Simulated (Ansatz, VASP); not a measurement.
**Two plane-wave programs on C**

Contents of INCAR:

```
  ALGO = Normal
  EDIFF = 1E-6
  ENCUT = 520
  GGA = RP
  ISIF = 2
  ISMEAR = -1
  LASPH = T
  LCHARG = T
  LELF = T
  LREAL = F
  LVHAR = T
  LWAVE = F
  NBANDS = 8
  NELM = 80
  PREC = Accurate
  SIGMA = 0.1
```

KPOINTS

```
k-points
0
Gamma
  21 21 21
```

Contents of POSCAR:

```
C
1.0
   -1.2262695535      1.2262695535      1.2262695535
    1.2262695535     -1.2262695535      1.2262695535
    1.2262695535      1.2262695535     -1.2262695535
C
1
Direct
    0.0000000000      0.0000000000      0.0000000000
```

Input for Ansatz:

```yaml
crystal:
  lattice:
    - [-1.2262695535, 1.2262695535, 1.2262695535]
    - [1.2262695535, -1.2262695535, 1.2262695535]
    - [1.2262695535, 1.2262695535, -1.2262695535]
  atoms:
    - { symbol: C, position: [0.0, 0.0, 0.0] }
hamiltonian:
  xc: rpbe
  pseudopotentials:
    kind: paw
    azcp:
      C: "pseudopotentials/C.paw.azcp"
basis:
  ecutwfc: 420
  fft_grid_basis: typed
kpoints:
  mp_grid: { grid: [21, 21, 21], shift: [0, 0, 0] }
magnetization:
  spin_polarized: false
scf:
  occupations: { method: fermi_dirac, width: 0.1 }
  lower_state_search: "off"
output:
  stress: true
```

Alike in both runs: task single point; functional RPBE; k mesh 21 × 21 × 21; occupations fermi-dirac, width 0.1 eV; no spin polarisation.

|  | VASP | Ansatz |
| --- | --- | --- |
| version | VASP 6.6.1 | Ansatz 0.2.0 |
| potentials or method | VASP PAW PBE potentials, release 64 (C) | plane waves (420 eV) with PAW, scalar-relativistic |
| plane-wave cutoff (eV) | 520 | 420 |
| valence electrons in the cell | 4 | 4 |

```tsv
	VASP	Ansatz	Ansatz less VASP
pressure (GPa)	-11.1	-11.2	-0.08
```

Caveats: the PAW data sets were made with another functional, which shifts forces and pressure a little (VASP).
